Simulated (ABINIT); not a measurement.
Write the native input for ABINIT 10.8.3 (patched build) that does the following.

```
Task                                            : equation of state
Functional                                      : BP86
Dispersion                                      : D2
Potentials or basis                             : JTH PAW PBE v2.0
Cutoff                                          : 408 eV
k mesh                                          : 12 × 12 × 12
Occupations                                     : fermi-dirac, width 0.05 eV
Spin                                            : no spin polarisation
Fine-grid cutoff                                : 816.342 eV
Exchange and correlation inside the PAW spheres : full angular mesh (pawxcdev 0, this build's default; the released program takes 1)
```

Crystal: Mo.

```
CELL_PARAMETERS angstrom
-1.58381 1.58381 1.58381
1.58381 -1.58381 1.58381
1.58381 1.58381 -1.58381
ATOMIC_POSITIONS crystal
Mo 0.00000 0.00000 0.00000
```

The input as run:

run.abi

```
# Datasets: one volume each
ndtset 7
getwfk -1
scalecart1 3*0.9795861087
scalecart2 3*0.9864848297
scalecart3 3*0.9932883884
scalecart4 3*1.0000000000
scalecart5 3*1.0066227096
scalecart6 3*1.0131594038
scalecart7 3*1.0196128224

# Pseudopotentials
pp_dirpath "./"
pseudos "Mo.GGA_PBE-JTH.xml"

# Structure
acell 2.7432376088 2.7432376088 2.7432376088 Angstrom
rprim
    -0.5773502692     0.5773502692     0.5773502692
     0.5773502692    -0.5773502692     0.5773502692
     0.5773502692     0.5773502692    -0.5773502692
ntypat 1
znucl 42
natom 1
typat 1
xred
     0.0000000000     0.0000000000     0.0000000000

# Plane-wave basis
ecut 15.0
pawecutdg 30.0

# k points
kptopt 1
ngkpt 12 12 12
nshiftk 1
shiftk 0.0 0.0 0.0

# Exchange and correlation
ixc -106132
vdw_xc 5

# Bands and occupations
nband 11
occopt 3
tsmear 0.00183747

# SCF cycle
nstep 100
tolvrs 1.0e-9

# Output
iomode 3
prtwf 1
prtden 0
prteig 0
prtebands 0
enunit 1
```

Potentials or basis: JTH PAW PBE v2.0.

Launch:

```sh
$ abinit run.abi > log 2>&1
```

Results of the run:

| Item | Value |
| --- | --- |
| Equilibrium volume | 15.75 Å³/atom |
| Bulk modulus | 239 GPa |
| Pressure derivative of the bulk modulus | 3.9 |

Caveat: pressures at fixed basis lie under the slope of the energies; the PAW data sets were made with another functional, which shifts forces and pressure a little.

Wall time 41 s on 1 thread of Arm Neoverse V1, with other jobs on the host, peak memory 0.12 GiB.
